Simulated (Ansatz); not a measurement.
# PbSe (Clausthalite) under changes of volume

One of the cells (28.671 Å³/atom); the others are scaled copies at fixed shape and fractional positions:

```
Pb Se
1.0
     0.00000    3.06065    3.06065
     3.06065    0.00000    3.06065
     3.06065    3.06065    0.00000
Pb Se
1 1
Direct
  0.00000 0.00000 0.00000
  0.50000 0.50000 0.50000
```

* Program: Ansatz 0.2.0
* Functional: B3LYP
* Potentials or basis: Ansatz PAW
* Cutoff: 420 eV (not typed: the program's choice for these potentials)
* k mesh: 4 × 4 × 4
* Occupations: fermi-dirac, width 0.05 eV
* Spin: no spin polarisation

```tsv
volume (Å³/atom)	energy over the lowest point (meV/atom)	pressure (GPa)	gap on the mesh (eV)
26.951	101.16	9.0	0.99
27.524	71.93	7.4	1.07
28.097	48.34	5.9	1.15
28.671	?	?	?
29.244	15.88	3.3	1.29
29.818	6.05	2.2	1.35
30.391	0.00	1.2	1.40
```

**Question.** What does the run at 28.671 Å³/atom give?

**Answer.** Energy over the lowest point 29.82 meV/atom; pressure 4.5 GPa; gap on the mesh 1.22 eV.

Worked out: A Birch-Murnaghan fit of order 3 (a polynomial in V^(-2/3)) to the other rows has its minimum at 31.18 Å³/atom, just outside them, with B0 = V·E''(V) = 45 GPa and B' = 4.5. It gives 29.80 meV/atom at 28.671 Å³/atom, against the run's 29.82, and -dE/dV = 4.5 GPa, against 4.5. A parabola through the other rows of the gap, of slope 3.43 eV per unit of ln V (its deformation potential) there, gives 1.22 eV, against the run's 1.22.

Energies are extrapolated to zero smearing.

Caveats: all runs use coarse meshes; spin-orbit coupling is left out, which as a rule narrows the gap of such compounds by several tenths of an eV; the PAW data sets come from PBE, with cores solved anew for the run's functional, which leaves a small shift of forces and pressure; the thresholds are loose for stress.

A mesh can miss the band edges.
